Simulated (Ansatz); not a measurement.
# A defect in a wire: Rh wire along [110], 4 atoms a period, Zn in place of one Rh, part 3 of 5

What does the defect do to the conductance?

Ansatz 0.2.0; DFT PBE, plane waves, PAW; relaxation of a wire's period (the session's first sound run).

So far, conductance of the lead as this run defines it (G₀): step 3 (the wire at its relaxed period) 6.44.

## Step 4: Relaxation of the scattering region

This step: DFT PBE, plane waves, PAW; relaxation of a junction in a wire, ends held (Ansatz 0.2.0).

System of this step: Rh wire along [110], 4 atoms a period, Zn in place of one Rh. The cell holds 36 atoms: 35 Rh and 1 Zn. Its edges and angles: a = 8.715 Å, b = 10.862 Å, c = 22.633 Å, α = 90.0°, β = 90.0°, γ = 90.0°. Regions: held atoms, 24 atoms (24 Rh); free atoms, 12 atoms (11 Rh and 1 Zn). Vacuum lies along a and b. The structure's axis is c.

12 atoms at the defect are free to relax, while 24 stay where the perfect wire has them, so that the ends still repeat as a lead. The cutoff is set under the files' recommended one to save time.

File input.yaml:

```yaml
crystal:
  lattice:
    - [8.715, 0.0, 0.0]
    - [0.0, 10.862, 0.0]
    - [0.0, 0.0, 22.6331573598]
  atoms:
    - { symbol: Rh, position: [0.407171114, 0.421839195, 0.0], spin: 0.37 }
    - { symbol: Rh, position: [0.661322864, 0.356015852, 0.055555556], spin: 0.38 }
    - { symbol: Rh, position: [0.592828886, 0.578191044, 0.055555556], spin: 0.37 }
    - { symbol: Rh, position: [0.338677136, 0.644014387, 0.0], spin: 0.38 }
    - { symbol: Rh, position: [0.407171114, 0.421839195, 0.111111111], spin: 0.37 }
    - { symbol: Rh, position: [0.661322864, 0.356015852, 0.166666667], spin: 0.38 }
    - { symbol: Rh, position: [0.592828886, 0.578191044, 0.166666667], spin: 0.37 }
    - { symbol: Rh, position: [0.338677136, 0.644014387, 0.111111111], spin: 0.38 }
    - { symbol: Rh, position: [0.407171114, 0.421839195, 0.222222222], spin: 0.37 }
    - { symbol: Rh, position: [0.661322864, 0.356015852, 0.277777778], spin: 0.38 }
    - { symbol: Rh, position: [0.592828886, 0.578191044, 0.277777778], spin: 0.37 }
    - { symbol: Rh, position: [0.338677136, 0.644014387, 0.222222222], spin: 0.38 }
    - { symbol: Rh, position: [0.407171114, 0.421839195, 0.333333333], spin: 0.37 }
    - { symbol: Rh, position: [0.661322864, 0.356015852, 0.388888889], spin: 0.38 }
    - { symbol: Rh, position: [0.592828886, 0.578191044, 0.388888889], spin: 0.37 }
    - { symbol: Rh, position: [0.338677136, 0.644014387, 0.333333333], spin: 0.38 }
    - { symbol: Zn, position: [0.407171114, 0.421839195, 0.444444444], spin: 0.3 }
    - { symbol: Rh, position: [0.661322864, 0.356015852, 0.5], spin: 0.38 }
    - { symbol: Rh, position: [0.592828886, 0.578191044, 0.5], spin: 0.37 }
    - { symbol: Rh, position: [0.338677136, 0.644014387, 0.444444444], spin: 0.38 }
    - { symbol: Rh, position: [0.407171114, 0.421839195, 0.555555556], spin: 0.37 }
    - { symbol: Rh, position: [0.661322864, 0.356015852, 0.611111111], spin: 0.38 }
    - { symbol: Rh, position: [0.592828886, 0.578191044, 0.611111111], spin: 0.37 }
    - { symbol: Rh, position: [0.338677136, 0.644014387, 0.555555556], spin: 0.38 }
    - { symbol: Rh, position: [0.407171114, 0.421839195, 0.666666667], spin: 0.37 }
    - { symbol: Rh, position: [0.661322864, 0.356015852, 0.722222222], spin: 0.38 }
    - { symbol: Rh, position: [0.592828886, 0.578191044, 0.722222222], spin: 0.37 }
    - { symbol: Rh, position: [0.338677136, 0.644014387, 0.666666667], spin: 0.38 }
    - { symbol: Rh, position: [0.407171114, 0.421839195, 0.777777778], spin: 0.37 }
    - { symbol: Rh, position: [0.661322864, 0.356015852, 0.833333333], spin: 0.38 }
    - { symbol: Rh, position: [0.592828886, 0.578191044, 0.833333333], spin: 0.37 }
    - { symbol: Rh, position: [0.338677136, 0.644014387, 0.777777778], spin: 0.38 }
    - { symbol: Rh, position: [0.407171114, 0.421839195, 0.888888889], spin: 0.37 }
    - { symbol: Rh, position: [0.661322864, 0.356015852, 0.944444444], spin: 0.38 }
    - { symbol: Rh, position: [0.592828886, 0.578191044, 0.944444444], spin: 0.37 }
    - { symbol: Rh, position: [0.338677136, 0.644014387, 0.888888889], spin: 0.38 }
magnetization:
  spin_polarized: true
kpoints:
  mp_grid: { grid: [1, 1, 2] }
scf:
  occupations: { method: fermi_dirac, width: 0.1 }
hamiltonian:
  xc: pbe
relax:
  constraints:
    - { sites: [0, 1, 2, 3, 4, 5, 6, 7, 8, 9, 10, 11, 24, 25, 26, 27, 28, 29, 30, 31, 32, 33, 34, 35] }
  f_tol: 0.06
  max_steps: 35
basis:
  ecutwfc: "350 eV"
```

Launch:

```console
ansatz run input.yaml --threads 4 --pin off --max-ram 16384MiB --backend cpu --events-out ev --progress --plain --runs-dir out
```

Numbers of over 12 decimals in the logs are rounded to 6 here.

Output:

```text
[...]
Warning: crystal.symmetry: narrowed to the stabiliser of the relax constraints — unitary ops 2 → 1; lowered at sites 9, 10, 21, 22 (the operations that carried what is held of a site onto what its image site leaves free; the constrained walk keeps no symmetry that its constraints do not admit)
[...]
Crystal: 36 atoms, lattice volume = 2142.507 Å³
Basis set: ecut = 350 eV, 31903 PW (Γ), exchange–correlation on 108×144×288 points (8 copies of the dense FFT grid, shifted against one another)
Bands: 373, of which v1, the nominal top of the filled ones, is band 304 counted from 1 (303 counted from 0)
Symmetry: 1 space group operations
k-points: 2
[...]
Starting moments: Σ|m| = 13.43 μB on 36 of 36 sites
[...]
SCF iter   1: F=—  HF=-227378.556636 eV  |F-HF|=—  |Δ(HF+E_count)|=         —  Δρ=2.06e-2 (↑2.06e-2 ↓2.01e-2)  dr2=5.28e1  dr2_m=4.82e-1  M=12.108 μB ∫|m|=12.140 μB  β_m=0.30  ethr=3.10e-3  ⟨swp⟩=7.2  Hψ=5944  notcnv=0  defer=34
[...]
SCF iter  28: F=-227360.612965 eV  HF=-227360.612971 eV  |F-HF|=6.01e-6  |Δ(HF+E_count)|=   1.74e-6  Δρ=7.19e-6 (↑7.19e-6 ↓7.08e-6)  dr2=5.43e-6  dr2_m=1.40e-7  M=13.770 μB ∫|m|=14.112 μB  ethr=9.93e-10  ⟨swp⟩=1.0  Hψ=4086  notcnv=0
SCF 1 converged in 28 iterations: F = -227360.612965 eV  dr2 = 5.43e-6
[...]
relax step   1: F+E_penalty+E_count = -227360.61296477 eV  Δ(F+E_penalty+E_count) = +0.000e0 eV  max|allowed force component| = 5.594e-1 eV/Å  Δτ_max = 0.0000 Å  (28 SCF iters, dr2 threshold 9.00e-5 eV, accepted)
[...]
SCF iter   7: F=-227360.681625 eV  HF=-227360.681638 eV  |F-HF|=1.37e-5  |Δ(HF+E_count)|=   1.55e-6  Δρ=1.13e-5 (↑5.39e-6 ↓1.13e-5)  dr2=1.47e-5  dr2_m=5.55e-7  M=13.852 μB ∫|m|=14.196 μB  ethr=8.20e-10  ⟨swp⟩=2.0  Hψ=5076  notcnv=0
SCF 2 converged in 7 iterations: F = -227360.681625 eV  dr2 = 1.47e-5
[...]
relax step   2: F+E_penalty+E_count = -227360.68162457 eV  Δ(F+E_penalty+E_count) = -6.866e-2 eV  max|allowed force component| = 3.575e-1 eV/Å  Δτ_max = 0.1029 Å  (7 SCF iters, dr2 threshold 1.96e-5 eV, accepted)
SCF iter   1: F=—  HF=-227360.764999 eV  |F-HF|=—  |Δ(HF+E_count)|=         —  Δρ=2.92e-3 (↑2.92e-3 ↓2.64e-3)  dr2=1.48e-1  dr2_m=6.20e-2  M=13.857 μB ∫|m|=14.203 μB  β_m=0.30  ethr=1.75e-4  ⟨swp⟩=5.0  Hψ=3822  notcnv=0  defer=59
[...]
SCF iter   9: F=-227360.765548 eV  HF=-227360.765549 eV  |F-HF|=1.20e-6  |Δ(HF+E_count)|=   4.88e-7  Δρ=4.25e-6 (↑2.72e-6 ↓4.25e-6)  dr2=1.54e-6  dr2_m=1.04e-7  M=14.009 μB ∫|m|=14.356 μB  ethr=1.31e-9  ⟨swp⟩=2.0  Hψ=4083  notcnv=0
SCF 3 converged in 9 iterations: F = -227360.765548 eV  dr2 = 1.54e-6
relax step   3: F+E_penalty+E_count = -227360.76554763 eV  Δ(F+E_penalty+E_count) = -8.392e-2 eV  max|allowed force component| = 2.407e-1 eV/Å  Δτ_max = 0.1949 Å  (9 SCF iters, dr2 threshold 7.99e-6 eV, accepted)
[...]
relax step   4: F+E_penalty+E_count = -227360.87298503 eV  Δ(F+E_penalty+E_count) = -1.074e-1 eV  max|allowed force component| = 2.838e-1 eV/Å  Δτ_max = 0.1954 Å  (9 SCF iters, dr2 threshold 2.37e-5 eV, accepted)
[...]
relax step   5: F+E_penalty+E_count = -227360.96738087 eV  Δ(F+E_penalty+E_count) = -9.440e-2 eV  max|allowed force component| = 2.370e-1 eV/Å  Δτ_max = 0.1950 Å  (8 SCF iters, dr2 threshold 3.65e-5 eV, accepted)
[...]
relax step   6: F+E_penalty+E_count = -227361.03186190 eV  Δ(F+E_penalty+E_count) = -6.448e-2 eV  max|allowed force component| = 1.166e-1 eV/Å  Δτ_max = 0.1951 Å  (8 SCF iters, dr2 threshold 3.92e-5 eV, accepted)
[...]
relax step   7: F+E_penalty+E_count = -227361.03996180 eV  Δ(F+E_penalty+E_count) = -8.100e-3 eV  max|allowed force component| = 1.879e-1 eV/Å  Δτ_max = 0.2000 Å  (13 SCF iters, accepted)
[...]
relax step   8: F+E_penalty+E_count = -227361.05612396 eV  Δ(F+E_penalty+E_count) = -1.616e-2 eV  max|allowed force component| = 5.891e-2 eV/Å  Δτ_max = 0.0722 Å  (10 SCF iters, dr2 threshold 8.55e-6 eV, accepted)
[...]
SCF iter   4: F=-227361.056125 eV  HF=-227361.056125 eV  |F-HF|=2.92e-8  |Δ(HF+E_count)|=   5.49e-8  Δρ=7.32e-7 (↑6.09e-7 ↓7.32e-7)  dr2=3.15e-8  dr2_m=2.72e-9  M=14.858 μB ∫|m|=15.243 μB  ethr=8.97e-12  ⟨swp⟩=1.5  Hψ=4898  notcnv=0
SCF 9 converged in 4 iterations: F = -227361.056125 eV  dr2 = 3.15e-8
relax step   9: F+E_penalty+E_count = -227361.05612460 eV  Δ(F+E_penalty+E_count) = -6.440e-7 eV  max|allowed force component| = 5.887e-2 eV/Å  Δτ_max = 0.0000 Å  (4 SCF iters, accepted)
SCF converged after 4 iterations
Magnetization: 14.8575 μB (310.9288 up, 296.0712 down)
Absolute magnetization: 15.2375 μB (∫|ρ↑−ρ↓|, with the PAW one-centre terms)
[...]
Per-site moments (μB) at R_I (Å): [(0.327599, 1.025473), (0.350701, 1.025473), (0.320159, 1.025473), (0.343299, 1.025473), (0.333550, 1.025473), (0.378209, 1.025473), (0.397663, 1.025473), (0.359338, 1.025473), (0.482547, 1.025473), (0.386991, 1.025473), (0.498410, 1.025473), (0.441408, 1.025473), (0.475352, 1.038072), (0.200237, 1.016009), (0.278033, 1.012755), (0.496435, 1.038072), (-0.00349641, 1.053458), (0.19743 [...]
Free energy (F): -227361.056125 eV
[...]
Internal energy: -227358.342700 eV  (E = F + TS)
E sigma→0 (E₀):  -227359.699412 eV
Entropy (-TS):   -2.713425 eV (-75.373 meV/atom)
Fermi energy:    1.568540 eV
[...]
--- Forces (eV/Å), atoms counted from 1 ---
  atom   1  Rh    -0.02957832    -0.03186433    -0.04621298
  atom   2  Rh     0.01257766    -0.03991220     0.03182497
  atom   3  Rh    -0.01137441     0.02571596     0.05870423
  atom   4  Rh    -0.00907919     0.02202441     0.00462789
  atom   5  Rh     0.07490048    -0.02943389     0.04307250
  atom   6  Rh    -0.04099503     0.01492079     0.02855709
  atom   7  Rh     0.00147227     0.02412650    -0.01587517
  atom   8  Rh     0.00305506     0.05245270     0.06196923
  atom   9  Rh     0.04414601     0.00027069     0.48968576
  atom  10  Rh    -0.13508147     0.05219940     0.03208963
  atom  11  Rh     0.04300941     0.00083367     0.06834649
  atom  12  Rh    -0.00350890    -0.12463905     0.17510296
  atom  13  Rh    -0.01524135    -0.02046402    -0.01206810
  atom  14  Rh     0.03834679    -0.01320757     0.05069719
  atom  15  Rh     0.01420002     0.02538707     0.04557271
  atom  16  Rh    -0.00685744     0.02724657     0.03552109
  atom  17  Zn     0.01132672     0.03284653     0.04672612
  atom  18  Rh     0.00879338    -0.00706169    -0.05048502
  atom  19  Rh     0.02979099     0.03257767    -0.05887324
  atom  20  Rh    -0.04144428     0.00721010    -0.00475569
  atom  21  Rh    -0.00523951    -0.01323290    -0.02467594
  atom  22  Rh    -0.02407097     0.00577438     0.03471484
  atom  23  Rh    -0.01350868    -0.01969303     0.00082026
  atom  24  Rh     0.02087044     0.00207387    -0.03150045
  atom  25  Rh     0.02304159     0.01995606    -0.48069619
  atom  26  Rh    -0.06414100     0.02934098    -0.09324799
  atom  27  Rh    -0.00238433     0.01244508    -0.04907657
  atom  28  Rh    -0.00430996    -0.10976356    -0.18299891
  atom  29  Rh     0.08282129    -0.02155291    -0.04414238
  atom  30  Rh     0.01057097    -0.04424698    -0.02051616
  atom  31  Rh    -0.01423760     0.01957954    -0.05772110
  atom  32  Rh     0.00445475     0.05142104    -0.06497877
  atom  33  Rh    -0.02864874    -0.02693443     0.04393759
  atom  34  Rh     0.01876063    -0.03014567    -0.00416486
  atom  35  Rh     0.01833430     0.05348189    -0.00506240
  atom  36  Rh    -0.01080058     0.02018769    -0.00491897
  max |Σ_I F_I| component: 7.96e-5 eV/Å
--- Relaxed structure (9 steps of the walk, 9 accepted, 0 SCFs on fresh bases) ---
  F+E_penalty+E_count = -227361.05612460 eV   max|allowed force component| = 5.887e-2 eV/Å
  atoms:
    - { symbol: Rh, position: [0.407171114, 0.421839, -5.555553914281406e-11] }
    - { symbol: Rh, position: [0.661323, 0.356015852, 0.055556] }
    - { symbol: Rh, position: [0.592828886, 0.578191044, 0.055556] }
    - { symbol: Rh, position: [0.338677, 0.644014387, -5.555553914281406e-11] }
    - { symbol: Rh, position: [0.407171114, 0.421839, 0.111111] }
    - { symbol: Rh, position: [0.661323, 0.356015852, 0.166667] }
    - { symbol: Rh, position: [0.592828886, 0.578191044, 0.166667] }
    - { symbol: Rh, position: [0.338677, 0.644014387, 0.111111] }
    - { symbol: Rh, position: [0.407171114, 0.421839, 0.222222] }
    - { symbol: Rh, position: [0.661323, 0.356015852, 0.277778] }
    - { symbol: Rh, position: [0.592828886, 0.578191044, 0.277778] }
    - { symbol: Rh, position: [0.338677, 0.644014387, 0.222222] }
    - { symbol: Rh, position: [0.411642, 0.419693, 0.338306] }
    - { symbol: Rh, position: [0.672447, 0.353920, 0.388632] }
    - { symbol: Rh, position: [0.598896, 0.572841, 0.390197] }
    - { symbol: Rh, position: [0.348966, 0.645738, 0.334848] }
    - { symbol: Zn, position: [0.415068, 0.331735, 0.443748] }
    - { symbol: Rh, position: [0.670880, 0.353253, 0.499693] }
    - { symbol: Rh, position: [0.597096, 0.572270, 0.498671] }
    - { symbol: Rh, position: [0.338154, 0.558607, 0.444091] }
    - { symbol: Rh, position: [0.408987, 0.419294, 0.549999] }
    - { symbol: Rh, position: [0.655967, 0.355915, 0.610197] }
    - { symbol: Rh, position: [0.592570, 0.579146, 0.610586] }
    - { symbol: Rh, position: [0.346797, 0.645292, 0.553921] }
    - { symbol: Rh, position: [0.407171114, 0.421839, 0.666667] }
    - { symbol: Rh, position: [0.661323, 0.356015852, 0.722222] }
    - { symbol: Rh, position: [0.592828886, 0.578191044, 0.722222] }
    - { symbol: Rh, position: [0.338677, 0.644014387, 0.666667] }
    - { symbol: Rh, position: [0.407171114, 0.421839, 0.777778] }
    - { symbol: Rh, position: [0.661323, 0.356015852, 0.833333] }
    - { symbol: Rh, position: [0.592828886, 0.578191044, 0.833333] }
    - { symbol: Rh, position: [0.338677, 0.644014387, 0.777778] }
    - { symbol: Rh, position: [0.407171114, 0.421839, 0.888889] }
    - { symbol: Rh, position: [0.661323, 0.356015852, 0.944444] }
    - { symbol: Rh, position: [0.592828886, 0.578191044, 0.944444] }
    - { symbol: Rh, position: [0.338677, 0.644014387, 0.888889] }
```

The job ended after 17 min (4 threads of Arm Neoverse V1, shared host; peak memory 8.3 GiB).

The steps of the relaxation:

```
step  energy less that of the first step (eV)  largest force component (eV/Å)
   1                                   0.0000                          0.5594
   2                                  -0.0687                          0.3575
   3                                  -0.1526                          0.2407
   4                                  -0.2600                          0.2838
   5                                  -0.3544                          0.2370
   6                                  -0.4189                          0.1166
   7                                  -0.4270                          0.1879
   8                                  -0.4432                          0.0589
   9                                  -0.4432                          0.0589
```

The atoms that moved most (Å):

```
atom      dx      dy      dz  length
Zn17   0.069  -0.979  -0.016   0.981
Rh20  -0.005  -0.928  -0.008   0.928
Rh21   0.016  -0.028  -0.126   0.130
Rh13   0.039  -0.023   0.113   0.121
Rh14   0.097  -0.023  -0.006   0.100
Rh16   0.090   0.019   0.034   0.098
Rh18   0.083  -0.030  -0.007   0.089
Rh15   0.053  -0.058   0.030   0.084
```

Numbers from this step:

```
energy at zero smearing : -227359.6994 eV
total moment            : 14.86 μB
absolute moment         : 15.24 μB
```

Site moment by element, in μB:

```
element  atoms    mean  spread (r.m.s.)   least  largest
     Rh     35   0.375            0.083   0.197    0.511
     Zn      1  -0.003            0.000  -0.003   -0.003
```

The atoms farthest from the mean of their element:

```
atom        x, y, z (Å)  site moment (μB)
Rh18  5.85, 3.84, 11.31             0.197
Rh14   5.86, 3.84, 8.80             0.200
Rh24  3.02, 7.01, 12.54             0.511
Rh23  5.16, 6.29, 13.82             0.503
Rh11   5.17, 6.28, 6.29             0.498
Rh16   3.04, 7.01, 7.58             0.496
Rh21  3.56, 4.55, 12.45             0.492
Rh20  2.95, 6.07, 10.05             0.258
```

The largest force component on a free atom ends at 0.059 eV/Å, under the limit of 0.06. Zn ends nearest to Rh at 2.55 Å, Rh at 2.57 Å, Rh at 2.57 Å, Rh at 2.58 Å and Rh at 2.59 Å. 1 atom of the wire itself, hydrogen apart, moved by over 0.45 Å, up to 0.93 Å.

(Continued in part 4 of 5.)

[Logs are printed without paths, hosts, clocks, repeated set-up lines and the standing remarks that a program may print on its own settings, such as how far it seeks lower states.]

[Hosts, paths, dates, database ids (printed as entryN), source tags and the programs' standing remarks are cut or masked in the printed files.]
